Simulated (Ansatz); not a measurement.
## AlCu$_{3}$: phonons across the zone at 1.02 times its equilibrium volume

Method: Ansatz, DFT PBEsol, scalar-relativistic, plane waves, PAW. Settings: 420 eV plane-wave cutoff, Γ-centred 12×12×12 mesh, Fermi-Dirac smearing of 0.15 eV. No spin polarisation. Phonons by linear response, acoustic sum rule imposed.

The cell, relaxed in shape and atoms at 1.02 times its equilibrium volume:
```
Al Cu
1.0
     0.00000    2.90316    2.90316
     2.90316    0.00000    2.90316
     2.90316    2.90316    0.00000
Al Cu
1 3
Cartesian
  0.0000 0.0000 0.0000
  2.9032 2.9032 2.9032
  1.4516 1.4516 1.4516
  4.3547 4.3547 4.3547
```

In a metal, frequencies and elastic constants depend on the k mesh and the smearing, soft modes and shear constants most. The q mesh is coarse, so values between its points are rough.

Force constants from linear response on a 2×2×2 q mesh.

Path: Γ–X–U | K–Γ–L–W–X. Distance along the path (Å⁻¹), then the branches (cm⁻¹, negative for imaginary):
```
0.000  0 0 0 154 154 154 185 185 185 287 287 287
0.271  50 50 55 128 128 156 186 199 199 287 288 288
0.541  82 82 99 99 104 162 185 206 206 286 293 293
0.812  30 30 137 137 142 169 180 198 198 286 299 299
1.082  -34 -34 160 160 166 168 171 185 185 286 301 301
1.178  -34 -24 154 160 160 171 173 185 190 286 301 301
1.273  -35 35 144 148 159 170 178 185 198 287 300 301
1.369  -36 64 133 135 159 168 183 185 204 289 299 300
1.465  -36 87 122 122 159 164 186 187 208 290 298 299
1.608  -37 101 106 124 155 158 186 193 206 293 296 297
1.895  -34 87 91 124 156 163 186 186 203 293 293 294
2.182  -24 77 105 113 121 155 186 199 204 288 289 290
2.469  -9 27 41 145 146 154 185 191 191 287 288 288
2.730  11 11 36 146 152 152 187 187 190 287 288 288
2.964  33 33 100 119 138 138 195 195 200 288 288 288
3.198  55 55 101 120 120 157 189 202 202 290 290 292
3.433  76 76 102 102 118 153 196 206 206 291 291 294
3.645  72 73 105 106 127 142 200 206 206 292 292 294
3.837  54 55 122 130 134 137 199 199 204 293 293 295
4.028  57 58 113 125 151 154 192 192 208 294 294 297
4.219  75 80 97 105 163 164 187 187 213 294 294 299
4.383  75 78 102 102 164 166 186 186 213 293 296 299
4.518  49 51 123 125 162 168 183 186 208 290 298 300
4.653  10 15 142 146 160 170 178 186 199 287 300 301
4.788  -32 -32 156 160 163 171 171 185 188 286 301 301
```

Whether AlCu3 exists in this form wasn't checked.

Cost: 1 run of about 8.1 core-minutes, on Intel Xeon Platinum 8488C (Sapphire Rapids) (shared hosts).